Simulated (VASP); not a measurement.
The system is Si.

```xyz
1
Lattice="2.6205 0.0000 0.0000 -1.3103 2.2695 0.0000 0.0000 0.0000 2.4664" Properties=species:S:1:pos:R:3 pbc="T T T"
Si    0.0000    0.0000    0.0000
```

This isn't the form of Si at room conditions, which is diamond.

```yaml
Program: VASP 6.6.1
Task: relaxation of cell and atoms
Functional: PBE
Potentials_or_basis: VASP PAW PBE potentials, release 64 (Si_GW)
Cutoff: 630 eV
k_mesh: 12 × 12 × 11
Occupations: fermi-dirac, width 0.05 eV
Spin: no spin polarisation
```

At the start: pressure 3.1 GPa; volume 14.67 Å³/atom.

Q: How do energy, volume and symmetry change on relaxing?

A: Over 7 steps the energy falls by 5.1 meV/atom and the volume is 15.04 Å³/atom (+2.6 %); space group P6/mmm (No. 191, to 0.05 Å).

Step by step:
| step | energy change (eV) | largest force (eV/Å) | pressure (GPa) | volume (Å³) |
| --- | --- | --- | --- | --- |
| 1 | 0.0000 | 0.0000 | 3.12 | 14.67 |
| 2 | -0.0032 | 0.0000 | -1.64 | 15.28 |
| 3 | -0.0051 | 0.0000 | 0.07 | 15.04 |
| 4 | -0.0051 | 0.0000 | 0.11 | 15.03 |
| 5 | -0.0051 | 0.0000 | 0.02 | 15.05 |
| 6 | -0.0051 | 0.0000 | 0.04 | 15.05 |
| 7 | -0.0051 | 0.0000 | 0.06 | 15.04 |

Final structure:
```yaml
crystal:
  lattice:
    - [2.63318, 0.00000, 0.00000]
    - [-1.31659, 2.28040, 0.00000]
    - [0.00000, 0.00000, 2.50527]
  atoms:
    - { symbol: Si, position: [0.00000, 0.00000, 0.00000] }
```
